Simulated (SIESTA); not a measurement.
Wanted: the native input for a SIESTA 5.4.2 run.

| Property | Result |
| --- | --- |
| Task | single point |
| Functional | vdW-DF-C09 |
| Potentials or basis | PseudoDojo 0.4 standard (PBE files) |
| Basis | DZP (energy shift 0.003 Ry) |
| Grid cutoff | 500 Ry |
| Energy shift | 0.003 Ry |
| k mesh | 10 × 10 × 5 |
| Occupations | fermi-dirac, width 0.05 eV |
| Spin | no spin polarisation |

SiC (Moissanite):

```
Si C
1.0
     3.07600    0.00000    0.00000
    -1.53800    2.66389    0.00000
     0.00000    0.00000    5.04800
Si C
2 2
Direct
  0.66667 0.33333 0.50000
  0.33333 0.66667 0.00000
  0.66667 0.33333 0.88500
  0.33333 0.66667 0.38500
```

The input as run:

SiC.fdf

```
SystemName                      Moissanite
SystemLabel                     SiC
NumberOfSpecies                 2
NumberOfAtoms                   4
%block ChemicalSpeciesLabel
  1  14 Si
  2   6 C
%endblock ChemicalSpeciesLabel
%include structure.fdf

%block kgrid.MonkhorstPack
   10   0   0  0.0
    0  10   0  0.0
    0   0   5  0.0
%endblock kgrid.MonkhorstPack
XC.Functional                   VDW
XC.Authors                      C09
PAO.BasisSize                   DZP
PAO.EnergyShift                 0.003 Ry
Mesh.Cutoff                     500 Ry
OccupationFunction              FD
ElectronicTemperature           0.05 eV
MaxSCFIterations                120
SCF.MustConverge                false
SCF.Mixer.Method                Pulay
SCF.Mixer.Weight                0.25
SCF.Mixer.History               8
SCF.DM.Tolerance                5.0e-05
SCF.H.Tolerance                 1.0e-03 eV
WriteForces                     true
Charge.Mulliken                 end
```

structure.fdf

```
LatticeConstant                 1.0 Ang
%block LatticeVectors
     3.0760000000     0.0000000000     0.0000000000
    -1.5380000000     2.6638941420     0.0000000000
     0.0000000000     0.0000000000     5.0480000000
%endblock LatticeVectors
AtomicCoordinatesFormat         Fractional
%block AtomicCoordinatesAndAtomicSpecies
     0.6666666667     0.3333333333     0.5000000000  1  Si
     0.3333333333     0.6666666667     0.0000000000  1  Si
     0.6666666667     0.3333333333     0.8850000000  2  C
     0.3333333333     0.6666666667     0.3850000000  2  C
%endblock AtomicCoordinatesAndAtomicSpecies
```

Potentials or basis: PseudoDojo 0.4 standard (PBE files), DZP (energy shift 0.003 Ry).

Run with:

```bash
$ siesta SiC.fdf > SiC.out 2>&1
```

It gave:

| Property | Result |
| --- | --- |
| Pressure | 5.3 GPa |
| Largest force | 0.849 eV/Å |
| Band gap on the k mesh | 2.36 eV, indirect (least direct gap 4.03 eV) |

Caveat: the potentials were made for another functional, which shifts forces and pressure; an odd mesh through Γ misses points on the zone boundary, where band edges often lie; the basis of atomic orbitals isn't converged, which shifts pressures, moduli and gaps.

Run time: 63 s on 1 thread of Intel(R) Xeon(R) 6975P-C (Granite Rapids), with other jobs on the host, peak memory 0.38 GiB.
